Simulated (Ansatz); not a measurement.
AlPt, 8 atoms in the cell. The typed cell holds 8 atoms: a = 4.879 Å, b = 4.879 Å, c = 4.879 Å, α = 90.00°, β = 90.00°, γ = 90.00°. The cell is a database's computed one. The cell isn't the ideal one: atoms moved at random, drawn with an rms of 0.05 Å.

| Item | Value |
| --- | --- |
| Program | Ansatz 0.2.0 |
| Task | single point |
| Functional | PBEsol |
| Potentials or basis | Ansatz PAW |
| Cutoff | 420 eV (not typed: the program's choice for these potentials) |
| k mesh | 6 × 6 × 6 |
| Occupations | fermi-dirac, width 0.05 eV |
| Spin | no spin polarisation |

Potentials or basis: Ansatz PAW.

The run is started by

```console
$ ansatz run input.yaml --threads 4 --pin off --max-ram 11264MiB --backend cpu --events-out ev --progress --plain --runs-dir out
```

Hardware: 4 threads of AMD EPYC 7R43 64-Core Processor (Zen 3) (shared host).

Task: Estimate the wall time of this run.

Result: Run time: 17 s on 4 threads of AMD EPYC 7R43 64-Core Processor (Zen 3), on a shared host, peak memory 0.76 GiB. Counts: scf iterations 6, plane waves 2301, k points 112, bands 51.
